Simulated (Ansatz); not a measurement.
Something may be wrong with this Ansatz 0.2.0 calculation of Cd.

The input input.yaml:

```yaml
crystal:
  lattice:
    - [3.0930676374, 0.0, 0.0]
    - [-1.5465338187, 2.6786751496, 0.0]
    - [0.0, 0.0, 10.43073696]
  atoms:
    - { symbol: Cd, position: [0.6666666667, 0.3333333333, 0.75] }
    - { symbol: Cd, position: [0.0, 0.0, 0.5] }
    - { symbol: Cd, position: [0.3333333333, 0.6666666667, 0.25] }
    - { symbol: Cd, position: [0.0, 0.0, 0.0] }
hamiltonian:
  xc: pbesol
  pseudopotentials: { kind: paw }
  hubbard: { sites: [{ species: Cd, l: p, u_eff: 20.0 }] }
kpoints:
  mp_grid: { grid: [10, 10, 3] }
  band_path:
    path:
      - [[0.0, 0.0, 0.0], [0.5, 0.0, 0.0], [0.3333333333, 0.3333333333, 0.0], [0.0, 0.0, 0.0], [0.0, 0.0, 0.5], [0.5, 0.0, 0.5], [0.3333333333, 0.3333333333, 0.5], [0.0, 0.0, 0.5]]
      - [[0.5, 0.0, 0.5], [0.5, 0.0, 0.0]]
      - [[0.3333333333, 0.3333333333, 0.0], [0.3333333333, 0.3333333333, 0.5]]
    npoints: 14
scf:
  occupations: { method: fermi_dirac, width: 0.05 }
  n_extra_bands: 10
  max_iter: 80
output:
  forces: true
  stress: true
  eigenvalues: true
  fatbands: false
```

Potentials or basis: Ansatz PAW.

Command:

```bash
$ ansatz run input.yaml --threads 2 --pin off --max-ram 5632MiB --backend cpu --events-out ev --progress --plain --runs-dir out
```

Output:

```text
Warning: RAYON_NUM_THREADS=2 ignored (pool sized by the plan → 2); use --threads N
Cd: projections on atomic orbitals take those of the free atom [Ar 3d10] 4s2 4p6 4d10 5s2, of charge +0.00 (hamiltonian.pseudopotentials.projection_atoms); the dataset's partial waves leave at most 1.3e-5 of an orbital's norm unspanned inside its sphere
Cd: the file doesn't list 5p, so it is added from the neutral free atom; the dataset's partial waves leave at most 1.3e-2 of an orbital's norm unspanned inside its sphere
[... 1 line left out ...]
Engine: ansatz 0.2.0, x86_64-unknown-linux-gnu
Pseudopotentials: kind: paw
Pseudopotential: Cd, paw, valence charge 20, recommended cutoff 420 eV (normal), Cd.paw.azcp
Functional definition: PBEsol
  exchange = pbesol_x
  correlation = pbesol_c
Crystal: 4 atoms, lattice volume = 86.422 Å³
Basis set: ecut = 420 eV, 1679 PW (Γ), exchange–correlation on 48×48×144 points (8 copies of the dense FFT grid, shifted against one another)
Bands: 50, of which v1, the nominal top of the filled ones, is band 40 counted from 1 (39 counted from 0)
Symmetry: 24 space group operations
Space group: P63/mmc (ITA 194), of the structure as read, at distance tolerance 4.4e-5 Å
k-points: 28 of 300
Non-local potential: Cd, projectors of the file, l = 0: 3, l = 1: 2, l = 2: 2, l = 3: 1
PAW form: soft (Blöchl's): semilocal exchange-correlation on the pseudo side does not see the compensation charge
[... 29 lines left out ...]
  E_xc         = -713.621655
  E_vxc        = -899.563185  (∫ρ·V_xc dr)
  E_hubbard    = 17.212722  (on-site DFT+U / exact-exchange correction)
  E_vhub       = 15.755317  (the Hubbard potential's part of the band-sum identity)
  E_paw        = -16055.059203  (= ΣΔE_a)
  E_vpaw       = -2162.360973  (= ΣTr[D̂ρ^β])
  E_aug_tail   = 0.000045  (compensation charges beyond the density's cutoff)
  E_ewald      = -11944.190422
  E_core_change = 1.367839  (= ΣΔE_core)
  E_smearing   = -0.000000  (= −TS)
  E_closure    = -0.000000  (closes the sum)
  Σ components = -32706.373936   (vs F -32706.373936, Δ=0.00e0)
--- Forces (eV/Å), atoms counted from 1 ---
  atom   1  Cd     0.00000000     0.00000000     0.00000000
  atom   2  Cd    -0.00000000     0.00000000     0.00000000
  atom   3  Cd     0.00000000    -0.00000000     0.00000000
  atom   4  Cd    -0.00000000     0.00000000     0.00000000
  max |Σ_I F_I| component: 1.39e-17 eV/Å
--- Stress (GPa, compression-positive) ---
       55.193996      -0.000000       0.000000
        0.000000      55.193996       0.000000
        0.000000       0.000000      51.111205
  P = ⅓ Tr σ = 53.8331 GPa (538.331 kbar)
[... 5 lines left out ...]
Occupation matrices written to <dir>
```

How did it end, and where is the flaw?

The calculation finished and met its thresholds. The input holds a flaw that was put in on purpose: an enormous or negative U (hamiltonian.hubbard = {"sites": [{"species": "Cd", "l": "p", "u_eff": 20.0}]}). The program doesn't stop on it, so the numbers can't be trusted though the run ends normally.
